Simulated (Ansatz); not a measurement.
CdTe built on the zincblende prototype, relaxed with r2SCAN in the plane-wave code Ansatz: space group F-43m (No. 216), cubic; a = 6.560 Å in the conventional setting, 35.29 Å³ an atom. Cd has 4 Te at 2.84 Å; Te has 4 Cd at 2.84 Å. The cell was then strained (x, y and z are the cube axes), with the atoms relaxed again; stress is positive in compression. No spin polarisation and no zero-point or thermal motion.

- Uniaxial -1.0 % along z, other directions held: r2SCAN's stress changes by +0.52 GPa along the strain and +0.36 GPa across it.
- Isotropic -1.0 % on every length: the pressure changes by +1.30 GPa, and the HSE06 gap (Γ) goes from 1.527 to 1.631 eV.
- Epitaxial strain of -1.0 % in the (001) plane: the free normal strain is +1.27 % and the in-plane stress changes by +0.43 GPa.
- In that film r2SCAN's threefold valence top at Γ splits as 2+1 from the top, by 0.078 eV.
- Uniaxial strain of -1.0 % along [111], atoms relaxed: the xy stress changes by +0.131 GPa.
- That strain splits the valence top at Γ by 0.051 eV (r2SCAN).

**Estimate C₁₁, C₁₂ and the bulk modulus from the uniaxial step.** With compression positive, C₁₁ ≈ −Δσ∥/ε = (-0.52)/(-0.0100) = 52 GPa and C₁₂ ≈ (-0.36)/(-0.0100) = 36 GPa; B = (C₁₁ + 2C₁₂)/3 = 41 GPa. A one-sided step carries third-order terms: it reads high by some per cent.

**What bulk modulus does the isotropic step give?** Δ ln V = 3 ln(0.9900) = -0.0302, so B ≈ −ΔP/Δ ln V = 43 GPa, against 41 GPa from C₁₁ and C₁₂; one-sided steps of finite size carry third-order terms.

**Give the volume deformation potential of that gap and its pressure coefficient.** a_V = ΔE_g/Δ ln V = (+0.104)/(-0.0302) = -3.45 eV; dE_g/dP = −a_V/B = +80 meV/GPa, with HSE06's gap and r2SCAN's modulus.

**What do the film's normal strain and stress say about the elastic constants?** ε⊥/ε∥ = (+0.0127)/(-0.0100) = -1.27, which linear elasticity sets to −2C₁₂/C₁₁ = -1.38 from the uniaxial step. The biaxial modulus is M = −Δσ/ε∥ = 43 GPa (C₁₁ + C₁₂ − 2C₁₂²/C₁₁ = 38 GPa).

**How much elastic energy does the film store, with 35.29 Å³ an atom?** u = M ε∥² = −Δσ ε∥ = -0.43 × (-0.0100) = 0.0043 GPa, and 1 GPa Å³ is 6.2415 meV: 0.95 meV an atom. The total energies of the two runs differ by 0.86 meV an atom.

**Extract the shear deformation potential b.** Without spin-orbit coupling the splitting is 3|b| |ε_zz − ε_xx| = 3|b| × 0.0227, so |b| = 0.078/0.0681 = 1.15 eV.

**Estimate C₄₄.** A strain ε along [111] has ε_xy = ε/3 = -0.00333, an engineering shear of 2ε/3, so C₄₄ ≈ −Δσ_xy/(2ε/3) = 20 GPa, atoms relaxed.

**Extract the deformation potential d.** Without spin-orbit coupling the splitting is 3√3 |d| ε_xy = √3 |d| |ε|, so |d| = 0.051/(1.732 × 0.0100) = 2.94 eV.

Spin-orbit coupling is left out, which matters wherever the heavy atoms make up the band edges.

The meshes of the hybrids are coarse, so their gaps aren't converged to the digits shown.
